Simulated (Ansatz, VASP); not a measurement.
Ti in VASP and in Ansatz

Contents of INCAR:

```
  PREC = Accurate
  ENCUT = 600
  EDIFF = 1E-7
  ISMEAR = -1
  SIGMA = 0.1
  LREAL = False
  LASPH = True
  NELM = 100
  ALGO = Normal
  ISIF = 3
  LWAVE = False
  LCHARG = False
  GGA = RE
  IBRION = 2
  NSW = 80
  EDIFFG = -0.01
```

The input KPOINTS:

```
regular mesh
0
Gamma
  12 12 12
```

POSCAR

```
Ti
1.0
    2.6717143674      0.0000000000      0.0000000000
    0.0000000000      2.6717143674      0.0000000000
    0.0000000000      0.0000000000      2.6717143674
Ti
1
Direct
    0.0000000000      0.0000000000      0.0000000000
```

Input for Ansatz:

```yaml
crystal:
  lattice:
    - [2.6717143674, 0.0, 0.0]
    - [0.0, 2.6717143674, 0.0]
    - [0.0, 0.0, 2.6717143674]
  atoms:
    - { symbol: Ti, position: [0.0, 0.0, 0.0] }
hamiltonian:
  xc: revpbe
  pseudopotentials:
    kind: paw
    azcp:
      Ti: "pseudopotentials/Ti.paw.azcp"
basis:
  ecutwfc: 420
  fft_grid_basis: typed
kpoints:
  mp_grid: { grid: [12, 12, 12], shift: [0, 0, 0] }
magnetization:
  spin_polarized: false
scf:
  occupations: { method: fermi_dirac, width: 0.1 }
relax:
  max_steps: 60
  f_tol: 0.01
  cell: {}
```

The cell was built by a generator and needn't be a form met in nature.

Alike in both runs: task relaxation of cell and atoms; functional revPBE; k mesh 12 × 12 × 12; occupations fermi-dirac, width 0.1 eV; no spin polarisation.

|  | VASP | Ansatz |
| --- | --- | --- |
| version | VASP 6.6.1 | Ansatz 0.2.0 |
| potentials or method | VASP PAW PBE potentials, release 64 (Ti_sv) | plane waves (420 eV) with PAW, scalar-relativistic |
| plane-wave cutoff (eV) | 600 | 420 |
| valence electrons in the cell | 12 | 12 |

```csv
,VASP,Ansatz,Ansatz less VASP
relaxed volume (Å³/atom),18.97,19.00,+0.034
relaxed cell length with the largest relative difference (Å),2.667,2.669,+0.0016
```

Caveats: the PAW data sets were made with another functional, which shifts forces and pressure a little (VASP).
